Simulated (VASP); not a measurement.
Crystal: Cl.

```
Cl
1.0
     3.14500   -2.25000    0.00000
     3.14500    2.25000    0.00000
     0.00000    0.00000    8.21000
Cl
4
Cartesian
  3.1450 0.5850 3.2840
  3.1450 1.6650 7.3890
  3.1450 -0.5850 4.9260
  3.1450 -1.6650 0.8210
```

Base run:

```yaml
Program: VASP 6.6.1
Functional: r2SCAN-EpsX
Potentials_or_basis: VASP PAW PBE potentials, release 64 (Cl)
Cutoff: 520 eV
k_mesh: 6 × 6 × 2
Occupations: gaussian, width 0.02 eV
Spin: no spin polarisation
```

Its results: band gap on the k mesh 5.77 eV, indirect (least direct gap 5.87 eV); pressure -2.1 GPa; largest force 1.058 eV/Å.

**Question.** The run is repeated on the same cell with these changes: functional from r2SCAN-EpsX to HSE03. What comes out?

**Answer.** Band gap on the k mesh 3.87 eV, indirect (least direct gap 3.95 eV); pressure -0.8 GPa; largest force 0.797 eV/Å.

Caveats: the PAW data sets were made with another functional, which shifts forces and pressure a little.

Not every run made on this cell is shown here.
